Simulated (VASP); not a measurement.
**RbBr: single point with r2SCAN**

Crystal: RbBr.

```
Rb Br
1.0
     4.12608    0.00000    0.00000
     0.00000    4.12608    0.00000
     0.00000    0.00000    4.12608
Rb Br
1 1
Direct
  0.00000 0.00000 0.00000
  0.50000 0.50000 0.50000
```

The cell comes from a database or a generator and needn't be the stable form of this composition.

```json
{
  "Program": "VASP 6.6.1",
  "Task": "single point",
  "Functional": "r2SCAN",
  "Potentials or basis": "VASP PAW PBE potentials, release 64 (Rb_sv, Br)",
  "Cutoff": "520 eV",
  "k mesh": "4 × 4 × 4",
  "Occupations": "gaussian, width 0.01 eV",
  "Spin": "no spin polarisation"
}
```

```json
{
 "Pressure": "0.1 GPa",
 "Band gap on the k mesh": "4.83 eV, indirect (least direct gap 4.98 eV)"
}
```

Levels at points of the mesh, in eV from the valence-band top:
```csv
k point,band 4,band 5,band 6,band 7,band 8,band 9,band 10,band 11,band 12,band 13
"(0.00, 0.00, 0.00)",-9.33,-9.33,-0.15,-0.15,-0.15,4.83,6.11,6.11,10.72,10.72
"(0.50, 0.00, 0.00)",-9.28,-9.28,-1.70,-0.22,-0.22,7.45,7.81,8.37,9.36,10.65
"(0.50, 0.50, 0.00)",-9.63,-9.25,-1.06,-1.06,0.00,5.93,6.91,8.67,8.67,11.61
"(0.50, 0.50, 0.50)",-9.55,-9.55,-1.34,-1.34,-1.34,8.87,8.87,8.87,10.15,10.15
```

It took 20 s on 1 thread of Intel(R) Xeon(R) 6975P-C (Granite Rapids), on a shared host, peak memory 0.18 GiB.

Caveat: the PAW data sets were made with another functional, which shifts forces and pressure a little. A k mesh can miss the band edges.
